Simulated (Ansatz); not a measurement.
**Si: stacking-fault energy from two polytypes**

Method: DFT PBE+D3(BJ), scalar-relativistic, plane waves, PAW in Ansatz. Settings: cutoff 420 eV, Γ-centred meshes spaced at most about 0.3 Å⁻¹, and about 0.25 Å⁻¹ or finer for metals (2π included), Gaussian smearing. No spin polarisation.

Temperature and zero-point effects are left out.

```json
{"form": "fcc", "space group": "Fm-3m (No. 225)", "cell": "a = 3.801 Å", "V (Å³/atom)": "13.73", "gap on mesh (eV)": "0", "source": "Materials Project, matches COD"}
{"form": "hcp", "space group": "P6_3/mmc (No. 194)", "cell": "a = 2.637 Å, c = 4.509 Å", "V (Å³/atom)": "13.58", "gap on mesh (eV)": "0", "source": "Materials Project, matches COD"}
```

Problem. Which stacking is lower, and by how much per atom?

Solution. The hcp form, by 34.8 meV/atom (the k meshes leave about 4 meV/atom of noise in a metal). The hcp cell has c/a = 1.710, above the ideal 1.633. A third form lies lower still, diamond type, Fd-3m, by 0.37 eV/atom.

Problem. Estimate the energy of the basal fault I1, the one with a single cubic-stacked layer, in the hcp form, counting only the coupling of neighbouring layers.

Solution. Give each atomic layer a label, c where its two neighbours sit on different positions and h where they sit on the same. The fcc form is all c and the hcp form all h, so turning one layer from h to c costs the energy difference per atom: 34.8 meV. The I1 fault holds one c layer; the I2 fault holds two. One atom covers A = (√3/2)·a² with a = 2.637 Å, so A = 6.022 Å². Then γ = 1 × 34.8 meV / 6.022 Å² = 5.78 meV/Å², and with 1 meV/Å² = 16.022 mJ/m² that is 93 mJ/m². I2 costs about twice that. Couplings to farther layers and the strain of holding the other stacking on the host's lattice are left out; the mesh noise alone is worth 11 mJ/m².

The hcp stacking is favoured over fcc by 34.8 meV/atom, well clear of the mesh noise, so a cubic-stacked layer should cost energy in this host. Both forms are close-packed metals, and their difference is small beside the 0.37 eV/atom that separates them from diamond-type silicon. There, four valence electrons per atom fill directional sp³ bonds to four neighbours; with twelve neighbours they cannot form a localised pair bond to each, and the bonding becomes delocalised. Between the two packings, hcp has a freedom that cubic symmetry denies fcc: its axial ratio can stretch, leaving in-plane contacts shorter than those between layers. This probably contributes to its lower energy, alongside differences in band filling.

The fault energy therefore describes a dense metallic phase known from high pressure, not ordinary silicon, where a stacking fault preserves the fourfold bonding and is cheaper. Nor does the ordering found here carry over to strong compression, under which silicon is known to pass from hcp to fcc.
